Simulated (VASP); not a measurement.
# Ti₇O₁₆: nudged elastic band

Ti₇O₁₆, defect, 23 atoms in the cell. PBE, nudged elastic band; PAW potentials Ti_sv, O (PBE set).

Path: a Ti atom hops into a neighbouring Ti vacancy; Moving images: 1; Charge of the cell: -4.

## Input

INCAR.step1:
```
PREC     = Normal         # precision mode
ENCUT    = 400            # plane-wave cutoff, eV
EDIFF    = 1E-6           # SCF threshold, eV
ISMEAR   = 0              # smearing method
SIGMA    = 0.05           # smearing width, eV
LREAL    = F              # projectors in reciprocal space
LASPH    = T              # aspherical terms in the spheres
NELM     = 100            # most SCF steps
ALGO     = Normal         # electronic algorithm
LWAVE    = F              # write WAVECAR
LCHARG   = F              # write CHGCAR
ISYM     = 0            
NELECT   = 184.0        
IBRION   = 2              # ionic algorithm
NSW      = 100            # ionic steps
ISIF     = 2              # what is computed and relaxed
EDIFFG   = -0.02          # ionic threshold
POTIM    = 0.5            # step
KPAR     = 8             
```

INCAR.step3, as INCAR.step1 but for:
```
- IBRION = 2
- ISIF = 2
- EDIFFG = -0.02
- POTIM = 0.5
+ IBRION = 1
+ POTIM = 0.3
+ EDIFFG = -0.05
+ SPRING = -5
+ IMAGES = 1
```

KPOINTS:
```
k-points
0
Gamma
  4 2 3
```

00/POSCAR:
```
Ti7O16
1.0
   -4.3507577183      4.3507577183      1.8875555959
    8.7015154366     -8.7015154366      3.7751111918
    4.3507577183      4.3507577183     -1.8875555959
Ti O
7 16
Direct
    0.2786009337      0.9999601411      0.2777463055
    0.0013043012      0.1642006068      0.2894475384
    0.0037819296      0.6421501777      0.2992206032
    0.0139479707      0.3580008636      0.7190400175
    0.9596304419      0.8356822616      0.6716044139
    0.6967891756      0.0002206479      0.6974768979
    0.7084743297      0.5002472907      0.7091554064
    0.5134334948      0.4189926620      0.3629963499
    0.5116650621      0.9240037230      0.3553780811
    0.1519398136      0.0815457514      0.3132736700
    0.1566727087      0.5844090246      0.3225415068
    0.1565845155      0.2504244933      0.6589396731
    0.1579432850      0.7499407432      0.6566875523
    0.1531363058      0.4161323497      0.9874273940
    0.1497330839      0.9185446118      0.9879069081
    0.8398019122      0.0791529593      0.9938801503
    0.8422148735      0.5788064101      0.9976321479
    0.8226914285      0.2280491888      0.3405185723
    0.8845044418      0.7717710313      0.3658200218
    0.8389555593      0.4212901908      0.6846489528
    0.8345382921      0.9207971605      0.6804188759
    0.5071018888      0.0760806306      0.6637899592
    0.5242725469      0.5810247029      0.6750225416
```

01/POSCAR:
```
Ti7O16
1.0
   -4.3507577183      4.3507577183      1.8875555959
    8.7015154366     -8.7015154366      3.7751111918
    4.3507577183      4.3507577183     -1.8875555959
Ti O
7 16
Direct
    0.2993665973      0.9997714009      0.2990314701
    0.0023107751      0.1460183244      0.3089581193
    0.0210055795      0.6475904384      0.2931549032
   -0.0029431124      0.3525336989      0.7251557960
    1.0157516531      0.8541058163      0.7093525910
    0.7186958761      0.0003527457      0.7192792889
    0.5090311986      0.5000620711      0.5091553185
    0.5022475169      0.3885439337      0.2939974673
    0.5089988491      0.9228487307      0.3551857353
    0.1636858154      0.0765839789      0.3257786824
    0.1772823892      0.5830407088      0.3298359777
    0.1355928890      0.2324531551      0.6588633613
    0.1938637021      0.7680339458      0.6716657919
    0.1633563778      0.4172882582      1.0105965868
    0.1718448545      0.9235803378      1.0097981813
    0.8462176687      0.0765438231      1.0085125873
    0.8547060954      0.5828358788      1.0077142503
    0.8241986637      0.2320901555      0.3466448875
    0.8824696072      0.7676710153      0.3594473646
    0.8407800828      0.4170834476      0.6884747587
    0.8543766263      0.9235401409      0.6925320784
    0.5090636045      0.0772754121      0.6631250262
    0.5158149848      0.6115802042      0.7243133162
```

02/POSCAR:
```
Ti7O16
1.0
   -4.3507577183      4.3507577183      1.8875555959
    8.7015154366     -8.7015154366      3.7751111918
    4.3507577183      4.3507577183     -1.8875555959
Ti O
7 16
Direct
    0.3212732305      0.9999034681      0.3208337927
    0.0584320453      0.1644419001      0.3467063769
    0.0041145584      0.6421232922      0.2992706459
    0.0142804769      0.3579739413      0.7190901312
    1.0167581190      0.8359235387      0.7288631107
    0.7394616219      0.0001640378      0.7405645337
    0.3095880681      0.4998768404      0.3091552345
    0.4937899576      0.4190994572      0.3432881849
    0.5109606508      0.9240435263      0.3545207733
    0.1835240992      0.0793269676      0.3378918961
    0.1791069265      0.5788339657      0.3336617539
    0.1335580359      0.2283531439      0.6524906839
    0.1953709075      0.7720749034      0.6777920881
    0.1758474437      0.4213176893      1.0206785448
    0.1782606194      0.9209711951      1.0244305726
    0.8683294534      0.0815795641      1.0304039250
    0.8649263052      0.5839918167      1.0308835851
    0.8601191383      0.2501833804      0.3616231541
    0.8614779548      0.7496996393      0.3593710838
    0.8613897400      0.4157151290      0.6957692596
    0.8661226779      0.9185783560      0.7050370847
    0.5063973157      0.0761204097      0.6629327055
    0.5046289489      0.5811314602      0.6553144189
```

POSCAR.step1:
```
Ti7O16
1.0
   -4.3507577183      4.3507577183      1.8875555959
    8.7015154366     -8.7015154366      3.7751111918
    4.3507577183      4.3507577183     -1.8875555959
Ti O
7 16
Direct
    0.2922817050      0.9985723775      0.2894264600
    0.0028552450      0.1461408525      0.2951369500
    0.0028552450      0.6461408525      0.2951369500
    0.9971447550      0.3538591475      0.7048630500
    0.9971447550      0.8538591475      0.7048630500
    0.7077182950      0.0014276225      0.7105735400
    0.7077182950      0.5014276225      0.7105735400
    0.4988638250      0.4246076425      0.3480791100
    0.4988638250      0.9246076425      0.3480791100
    0.1616620200      0.0798013000      0.3212646200
    0.1616620200      0.5798013000      0.3212646200
    0.1507847150      0.2494319125      0.6496485400
    0.1507847150      0.7494319125      0.6496485400
    0.1596026000      0.4191689900      0.9979405800
    0.1596026000      0.9191689900      0.9979405800
    0.8403974000      0.0808310100      0.0020594200
    0.8403974000      0.5808310100      0.0020594200
    0.8492152850      0.2505680875      0.3503514600
    0.8492152850      0.7505680875      0.3503514600
    0.8383379800      0.4201987000      0.6787353800
    0.8383379800      0.9201987000      0.6787353800
    0.5011361750      0.0753923575      0.6519208900
    0.5011361750      0.5753923575      0.6519208900
```

POSCAR.step2:
```
Ti7O16
1.0
   -4.3507577183      4.3507577183      1.8875555959
    8.7015154366     -8.7015154366      3.7751111918
    4.3507577183      4.3507577183     -1.8875555959
Ti O
7 16
Direct
    0.2922817050      0.9985723775      0.2894264600
    0.0028552450      0.1461408525      0.2951369500
    0.0028552450      0.6461408525      0.2951369500
    0.9971447550      0.3538591475      0.7048630500
    0.9971447550      0.8538591475      0.7048630500
    0.7077182950      0.0014276225      0.7105735400
    0.2922817050      0.4985723775      0.2894264600
    0.4988638250      0.4246076425      0.3480791100
    0.4988638250      0.9246076425      0.3480791100
    0.1616620200      0.0798013000      0.3212646200
    0.1616620200      0.5798013000      0.3212646200
    0.1507847150      0.2494319125      0.6496485400
    0.1507847150      0.7494319125      0.6496485400
    0.1596026000      0.4191689900      0.9979405800
    0.1596026000      0.9191689900      0.9979405800
    0.8403974000      0.0808310100      0.0020594200
    0.8403974000      0.5808310100      0.0020594200
    0.8492152850      0.2505680875      0.3503514600
    0.8492152850      0.7505680875      0.3503514600
    0.8383379800      0.4201987000      0.6787353800
    0.8383379800      0.9201987000      0.6787353800
    0.5011361750      0.0753923575      0.6519208900
    0.5011361750      0.5753923575      0.6519208900
```

Commands (each step's output is kept before the next begins):
```
cat potpaw_PBE.64/Ti_sv/POTCAR potpaw_PBE.64/O/POTCAR > POTCAR
cp INCAR.step1 INCAR
cp POSCAR.step1 POSCAR
mpirun -np 8 vasp_std > vasp.out
cp POSCAR.step2 POSCAR
mpirun -np 8 vasp_std > vasp.out
# 00 and 02 hold the relaxed ends, the second shifted as a whole so that the mean position stays; the images between are interpolated (pair-distance (IDPP))
cp INCAR.step3 INCAR
mpirun -np 8 vasp_std > vasp.out
```

## Result

- Barrier (eV): 6.751
- Barrier of the reverse step (eV): 6.751
- Energy of the second end over the first (eV): 0.000
- Top of the path (share of its length): 0.50
- Length of the path (Å): 4.35
- Steps of the band: 31
- Ionic steps, all stages: 95
- Electronic steps, all stages: 829

Energy along the relaxed band:

| Image | Distance along the path (Å) | Energy above the first end (eV) | Slope along the path (eV/Å) | Largest force across the path (eV/Å) |
|---|---|---|---|---|
| 0 | 0.000 | 0.000 | relaxed end |  |
| 1 | 2.177 | 6.751 | -0.005 | 0.046 |
| 2 | 4.354 | 0.000 | relaxed end |  |

The cell is TiO2 (24 atoms) with one Ti atom missing.

The two ends have the same energy within 0.01 eV.

Limits: the cell holds 23 atoms, so the vacancy or interstitial meets its own images and the barrier isn't that of a lone defect; the cell is charged against a uniform background; the barrier compares two equally charged cells; the atom stays on the straight, symmetric line between the sites, so the barrier is an upper bound: a way around it wasn't tried; a single image in the middle can't show two humps with a dip between them, and says nothing of the springs.

VASP 6.6.1 took 5621 s on 8 cores (Intel Xeon Platinum 8259CL @ 2.50GHz (Skylake/Cascade Lake)), a shared host.
